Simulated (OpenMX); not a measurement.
Runs of OpenMX 3.8.5 on GaN. The structure is hexagonal, space group P-6m2 (No. 187). Conventional cell: a = 2.981 Å, b = 2.981 Å, c = 2.683 Å, α = 90.00°, β = 90.00°, γ = 120.00°. Ga (site symmetry -6m2) has 6 N at 2.18 Å as nearest neighbours. N (site symmetry -6m2) is surrounded by 6 Ga at 2.18 Å. The cell was built by a generator and needn't be a form met in nature.

```tsv
level	gap on the mesh (eV)	pressure (GPa)	largest force (eV/Å)
PBE	none	5.6	0.03
PBE+D4	none	-0.6	0.03
PBE+D3	none	2.4	0.03
PBE+D3(BJ)	none	(a)	0.03
```

Alike in all rows: task single point; potentials or basis OpenMX 2013 PBE set, Ga7.0-s3p2d2, N6.0-s2p2d1, grid cutoff 500 Ry; no spin polarisation; cell as given; k mesh 7 × 7 × 7; smearing fermi-dirac 0.05 eV.

Question: Fill in the values left out.

Answer: (a) 1.1.

Caveats: the basis of atomic orbitals isn't converged, which shifts pressures, moduli and gaps; pairwise dispersion overbinds metals, which lowers pressure and volume (some runs).

A k mesh can miss the band edges, and the runs leave out spin-orbit coupling on Ga.

A gap of «none» marks a metal or a gap under the smearing width.
